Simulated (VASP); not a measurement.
# Cd (R-3m) in VASP: reference runs

Aim: a first look at Cd with PBE, on the cell as given and on a disturbed one.

Program: VASP 6.6.1. These are calculated values, not measurements. Logs are shortened: lines on timing, memory, paths and dates and some standing lists are left out, and cuts for length are marked.

### 1 The crystal as given

The structure is trigonal, space group R-3m (No. 166). Conventional cell: a = 3.216 Å, b = 3.216 Å, c = 7.348 Å, α = 90.00°, β = 90.00°, γ = 120.00°. Cd (site symmetry -3m) has 12 Cd at 3.07 to 3.22 Å as nearest neighbours.

This isn't the form of Cd at room conditions, which is hcp.

### 2 Single point, PBE

File INCAR:

```
PREC     = Accurate       # precision mode
ENCUT    = 520            # plane-wave cutoff, eV
EDIFF    = 1E-7           # SCF threshold, eV
ISMEAR   = -1             # smearing method
SIGMA    = 0.05           # smearing width, eV
LREAL    = F              # projectors in reciprocal space
LASPH    = T              # aspherical terms in the spheres
NELM     = 60             # most SCF steps
ALGO     = Normal         # electronic algorithm
ISIF     = 2              # what is computed and relaxed
LWAVE    = F              # write WAVECAR
LCHARG   = F              # write CHGCAR
GGA      = PE             # functional
NBANDS   = 12             # bands
```

File KPOINTS:

```
Automatic mesh
0
Gamma
  10 10 10
```

File POSCAR:

```
Cd
1.0
    1.6080291515      0.9283960635      2.4492874100
   -1.6080291515      0.9283960635      2.4492874100
    0.0000000000     -1.8567921270      2.4492874100
Cd
1
Direct
    0.0000000000      0.0000000000      0.0000000000
```

Potentials or basis: VASP PAW PBE potentials, release 64 (Cd).

On the command line:

```bash
$ cat potpaw_PBE.64/Cd/POTCAR > POTCAR
$ mpirun -np 1 vasp_std > vasp.out
```

OUTCAR:

```text
PREC = Accurate
   ENCUT = 520
   EDIFF = 1E-7
   ISMEAR = -1
   LREAL = F
   LASPH = T
   NELM = 60
   ISIF = 2
   GGA = PE

 ion  position               nearest neighbor table
   1  0.000  0.000  0.000-

  LATTYP: Found a trigonal (rhomboedric) cell.
 ALAT       =     3.0735461310
 COS(alpha) =     0.4525576903

  Lattice vectors:

 A1 = (   1.6080291515,   0.9283960635,   2.4492874100)
 A2 = (  -1.6080291515,   0.9283960635,   2.4492874100)
 A3 = (   0.0000000000,  -1.8567921270,   2.4492874100)

Analysis of symmetry for initial positions (statically):
=====================================================================
 Subroutine PRICEL returns:
 Original cell was already a primitive cell.

 Routine SETGRP: Setting up the symmetry group for a
 trigonal (rhombohedral) supercell.

 Subroutine GETGRP returns: Found 12 space group operations
 (whereof 12 operations were pure point group operations)
 out of a pool of 12 trial point group operations.

The static configuration has the point symmetry D_3d.

Analysis of symmetry for dynamics (positions and initial velocities):
=====================================================================
 Subroutine PRICEL returns:
 Original cell was already a primitive cell.

 Routine SETGRP: Setting up the symmetry group for a
 trigonal (rhombohedral) supercell.

 Subroutine GETGRP returns: Found 12 space group operations
 (whereof 12 operations were pure point group operations)
 out of a pool of 12 trial point group operations.

The dynamic configuration has the point symmetry D_3d.

 Subroutine INISYM returns: Found 12 space group operations
 (whereof 12 operations are pure point group operations),
 and found     1 'primitive' translations

----------------------------------------------------------------------------------------

                                     Primitive cell

  volume of cell :      21.9391

  direct lattice vectors                    reciprocal lattice vectors
     1.608029152  0.928396064  2.449287410     0.310939637  0.179521083  0.136094005
    -1.608029152  0.928396064  2.449287410    -0.310939637  0.179521083  0.136094005
     0.000000000 -1.856792127  2.449287410     0.000000000 -0.359042166  0.136094005

  length of vectors
     3.073546131  3.073546131  3.073546131     0.383969862  0.383969862  0.383969862

  position of ions in fractional coordinates (direct lattice)
     0.000000000  0.000000000  0.000000000

  ion indices of the primitive-cell ions
   primitive index   ion index
                 1           1

----------------------------------------------------------------------------------------

 KPOINTS: Automatic mesh

Automatic generation of k-mesh.
 Grid dimensions read from file:
 generate k-points for:   10   10   10

 Generating k-lattice:

  Cartesian coordinates                     Fractional coordinates (reciprocal lattice)
     0.031093964  0.017952108  0.013609401     0.100000000 -0.000000000  0.000000000
    -0.031093964  0.017952108  0.013609401    -0.000000000  0.100000000  0.000000000
     0.000000000 -0.035904217  0.013609401     0.000000000  0.000000000  0.100000000

  Length of vectors
     0.038396986  0.038396986  0.038396986

  Shift w.r.t. Gamma in fractional coordinates (k-lattice)
     0.000000000  0.000000000  0.000000000

 Subroutine IBZKPT returns following result:
 ===========================================

 Found    116 irreducible k-points:

 Following reciprocal coordinates:
            Coordinates               Weight
  0.000000  0.000000  0.000000      1.000000
  0.100000  0.000000 -0.000000      6.000000
  0.200000  0.000000 -0.000000      6.000000
  0.300000  0.000000 -0.000000      6.000000
  0.400000 -0.000000  0.000000      6.000000
  0.500000 -0.000000  0.000000      3.000000
[... 42 lines left out ...]
  0.300000  0.300000  0.100000      6.000000
  0.400000  0.300000  0.100000     12.000000
 [... further k-points ...]
   k-points           NKPTS =    116   k-points in BZ     NKDIM =    116   number of bands    NBANDS=     12
   number of dos      NEDOS =    301   number of ions     NIONS =      1
   total plane-waves  NPLWV =  13824
   dimension x,y,z NGX =    24 NGY =   24 NGZ =   24
   dimension x,y,z NGXF=    48 NGYF=   48 NGZF=   48
   ions per type =               1
   NGX,Y,Z   is equivalent  to a cutoff of  12.98, 12.98, 12.98 a.u.
   NGXF,Y,Z  is equivalent  to a cutoff of  25.96, 25.96, 25.96 a.u.
 SYSTEM =  unknown system
   PREC   = accura    normal or accurate (medium, high low for compatibility)
   ISTART =      0    job   : 0-new  1-cont  2-samecut
   ICHARG =      2    charge: 1-file 2-atom 10-const
   ISPIN  =      1    spin polarized calculation?
   LNONCOLLINEAR =      F non collinear calculations
   LSORBIT =      F    spin-orbit coupling
   LASPH  =      T    aspherical Exc in radial PAW
   ENCUT  =  520.0 eV  38.22 Ry    6.18 a.u.   5.71  5.71  5.71*2*pi/ulx,y,z
   NELM   =     60;   NELMIN=  2; NELMDL= -5     # of ELM steps
   EDIFF  = 0.1E-06   stopping-criterion for ELM
   LREAL  =      F    real-space projection
   EDIFFG = 0.1E-05   stopping-criterion for IOM
   NSW    =      0    number of steps for IOM
   IBRION =     -1    ionic relax: 0-MD 1-quasi-New 2-CG
   NFREE  =      0    steps in history (QN), initial steepest desc. (CG)
   ISIF   =      2    stress and relaxation
   ISYM   =      2    0-nonsym 1-usesym 2-fastsym
   POTIM  = 0.5000    time-step for ionic-motion
   TEBEG  =    0.0;   TEEND  =   0.0 temperature during run
   PSTRESS=    0.0 pullay stress
   NELECT =      12.0000    total number of electrons
   NUPDOWN=      -1.0000    fix difference up-down
   EMIN   =  10.00;   EMAX   =-10.00  energy-range for DOS
   EFERMI =   0.00;   METHOD = LEGACY
   ISMEAR =    -1;   SIGMA  =   0.05  broadening in eV -4-tet -1-fermi 0-gaus
   EFERMI_NEDOS =   21; number of points for ismear=-14 and -15
   IALGO  =     38    algorithm
   IMIX   =      4    mixing-type and parameters
     AMIX     =   0.40;   BMIX     =  1.00
     AMIX_MAG =   1.60;   BMIX_MAG =  1.00
  volume/ion in A,a.u.               =      21.94       148.05
  Fermi-wavevector in a.u.,A,eV,Ry     =   1.338842  2.530044 24.388398  1.792497
  Thomas-Fermi vector in A             =   2.467280
   LORBIT       =      0    0 simple, 1 ext, 2 COOP (PROOUT), +10 PAW based schemes
   GGA     = PE    functional components
   LHFCALC =     F    Hartree Fock is set to
   AEXX    =    0.0000 exact exchange contribution
   IVDW    =     0    specifies the selected vdW correction
   LEPSILON=     F    determine dielectric tensor
   LRPA    =     F    only Hartree local field effects (RPA)
 non-spin polarized calculation
  energy-cutoff  :      520.00
  volume of cell :       21.94
 maximum number of plane-waves:       602
   NGX = 11   NGY = 11   NGZ = 11

 number of electron      11.9999997 magnetization

 Free energy of the ion-electron system (eV)
  ---------------------------------------------------
  ext. energy  EPLUGINS =         0.00000000
  ---------------------------------------------------
  free energy    TOTEN  =        -0.73682231 eV

  energy without entropy =       -0.73472292  energy(sigma->0) =       -0.73577261

 E-fermi :   2.8183     XC(G=0): -10.9562

 val. band max:        2.7709834655   @ k =   0.5000   0.1000   0.1000
 cond. band min:       2.9616902802   @ k =  -0.4000   0.1000   0.0000
 fundamental gap:      0.1907068148
 Fermi energy:         2.8183431732

 k-point     1 :       0.0000    0.0000    0.0000
  band No.  band energies     occupation
      1      -6.4218      2.00000
      2      -6.4218      2.00000
      3      -6.2113      2.00000
      4      -5.9264      2.00000
      5      -5.8613      2.00000
      6      -5.8613      2.00000
      7      16.2871      0.00000
      8      16.9483      0.00000
      9      16.9483      0.00000
     10      19.7880      0.00000
     11      20.4396      0.00000
     12      20.4396      0.00000

 k-point     2 :       0.1000    0.0000   -0.0000
  band No.  band energies     occupation
      1      -6.4358      2.00000
      2      -6.3986      2.00000
      3      -6.1785      2.00000
      4      -5.8676      2.00000
      5      -5.8656      2.00000
      6      -5.6695      2.00000
      7      14.1384      0.00000
      8      16.4506      0.00000
      9      16.6926      0.00000
     10      19.2718      0.00000
     11      20.9921      0.00000
     12      21.1386      0.00000

 k-point     3 :       0.2000    0.0000   -0.0000
  band No.  band energies     occupation
      1      -6.5339      2.00000
      2      -6.3669      2.00000
      3      -6.1130      2.00000
      4      -5.8442      2.00000
      5      -5.8340      2.00000
      6      -4.8570      2.00000
      7      10.4253      0.00000
      8      16.2007      0.00000
      9      16.2702      0.00000
     10      18.4981      0.00000
     11      20.9753      0.00000
     12      21.5132      0.00000
[... 526 lines left out ...]
 k-point    39 :      -0.2000    0.1000    0.1000
  band No.  band energies     occupation
      1      -6.5727      2.00000
      2      -6.2845      2.00000
      3      -6.1578      2.00000
      4      -5.9557      2.00000
      5      -5.6988      2.00000
      6      -3.7726      2.00000
      7       8.3991      0.00000
      8      13.7388      0.00000
      9      14.9067      0.00000
     10      16.9141      0.00000
     11      21.8757      0.00000
     12      22.6120      0.00000

 k-point    40 :      -0.1000    0.1000    0.1000
  band No.  band energies     occupation
      1      -6.4965      2.00000
      2      -6.2921      2.00000
      3      -6.1334      2.00000
      4      -6.0242      2.00000
      5      -5.7803      2.00000
      6      -4.9316      2.00000
      7      12.0352      0.00000
      8      14.2899      0.00000
      9      15.2093      0.00000
     10      18.7395      0.00000
     11      20.0183      0.00000
     12      23.2153      0.00000

 [... further k-points ...]

------------------------ aborting loop because EDIFF is reached ----------------------------------------

  FORCE on cell =-STRESS in cart. coord.  units (eV):
  Direction    XX          YY          ZZ          XY          YZ          ZX
  --------------------------------------------------------------------------------------
  -------------------------------------------------------------------------------------
  Total        0.2881219      0.2881219      0.3883347      0.0000000      0.0000000      0.0000000
  in kB       21.0411100     21.0411100     28.3595025      0.0000000      0.0000000      0.0000000
  external PRESSURE =      23.4805742 kB  Pullay stress =       0.0000000 kB

 VOLUME and BASIS-vectors are now :
 -----------------------------------------------------------------------------
  energy-cutoff  :      520.00
  volume of cell :       21.94
      direct lattice vectors                 reciprocal lattice vectors
     1.608029152  0.928396064  2.449287410     0.310939637  0.179521083  0.136094005
    -1.608029152  0.928396064  2.449287410    -0.310939637  0.179521083  0.136094005
     0.000000000 -1.856792127  2.449287410     0.000000000 -0.359042166  0.136094005

 POSITION                                       TOTAL-FORCE (eV/Angst)
 -----------------------------------------------------------------------------------
      0.00000      0.00000      0.00000        -0.000000      0.000000      0.000000
 -----------------------------------------------------------------------------------
    total drift:                               -0.000000     -0.000000     -0.000000

  FREE ENERGIE OF THE ION-ELECTRON SYSTEM (eV)
  ---------------------------------------------------
  free  energy   TOTEN  =        -0.7368223079 eV

  energy  without entropy=       -0.7347229216  energy(sigma->0) =       -0.73577261
```

It took 9.6 s on 1 thread of Intel Xeon Platinum 8488C (Sapphire Rapids), shared host; peak memory 0.15 GiB.

Results:

- Free energy: -0.7368 eV
- Pressure: 2.3 GPa
- Band gap on the k mesh: none (metal or under the smearing width)

### 3 Single point, PBE (cell strained at random at fixed volume)

File INCAR:

```
ALGO = Normal
EDIFF = 1E-7
ENCUT = 520
GGA = PE
ISIF = 2
ISMEAR = -1
LASPH = True
LCHARG = False
LREAL = False
LWAVE = False
NBANDS = 12
NELM = 100
PREC = Accurate
SIGMA = 0.05
```

File KPOINTS:

```
k-points
0
Gamma
  10 10 10
```

File POSCAR:

```
Cd
1.0
    1.5790080000      0.9044910000      2.3853110000
   -1.6599930000      0.8989190000      2.4405920000
   -0.0453180000     -1.8934790000      2.4470920000
Cd
1
Direct
   -0.0002900000     -0.0002450000      0.0117290000
```

Potentials or basis: VASP PAW PBE potentials, release 64 (Cd).

On the command line:

```bash
$ cat potpaw_PBE.64/Cd/POTCAR > POTCAR
$ mpirun -np 1 vasp_std > vasp.out
```

It took 40 s on 1 thread of Intel Xeon Platinum 8488C (Sapphire Rapids), shared host; peak memory 0.24 GiB.

Results (log left out):

* Free energy: -0.7326 eV
* Pressure: 2.4 GPa
* Band gap on the k mesh: none (metal or under the smearing width)

Stress tensor (GPa, compression positive):
```
 1.94 -0.26  0.84
-0.26  2.38  0.56
 0.84  0.56  2.75
```

Levels at points of the mesh, in eV from the Fermi level:
| k point | band 2 | band 3 | band 4 | band 5 | band 6 | band 7 | band 8 | band 9 | band 10 | band 11 |
| --- | --- | --- | --- | --- | --- | --- | --- | --- | --- | --- |
| (0.00, 0.00, 0.00) | -9.23 | -8.98 | -8.72 | -8.71 | -8.62 | 13.26 | 13.68 | 14.43 | 17.22 | 17.52 |
| (0.50, 0.00, 0.00) | -9.25 | -8.99 | -8.45 | -8.24 | -2.35 | -1.43 | 12.47 | 12.62 | 13.59 | 16.31 |
| (0.00, 0.50, 0.00) | -9.32 | -8.93 | -8.42 | -8.28 | -2.48 | -1.75 | 11.75 | 13.26 | 14.65 | 15.84 |
| (0.50, 0.50, 0.00) | -9.70 | -8.40 | -8.26 | -8.14 | -0.60 | 1.68 | 5.84 | 7.42 | 10.11 | 11.68 |
| (0.00, 0.00, 0.50) | -9.33 | -8.93 | -8.41 | -8.28 | -2.49 | -1.78 | 11.80 | 13.14 | 14.80 | 15.87 |
| (0.50, 0.00, 0.50) | -9.70 | -8.40 | -8.26 | -8.15 | -0.66 | 1.59 | 5.88 | 7.52 | 10.15 | 11.78 |
| (0.00, 0.50, 0.50) | -9.68 | -8.37 | -8.24 | -8.20 | -1.05 | 0.94 | 5.96 | 8.41 | 10.23 | 12.66 |
| (0.50, 0.50, 0.50) | -9.17 | -9.16 | -8.30 | -8.21 | -1.81 | -0.24 | 10.96 | 11.52 | 12.29 | 15.15 |
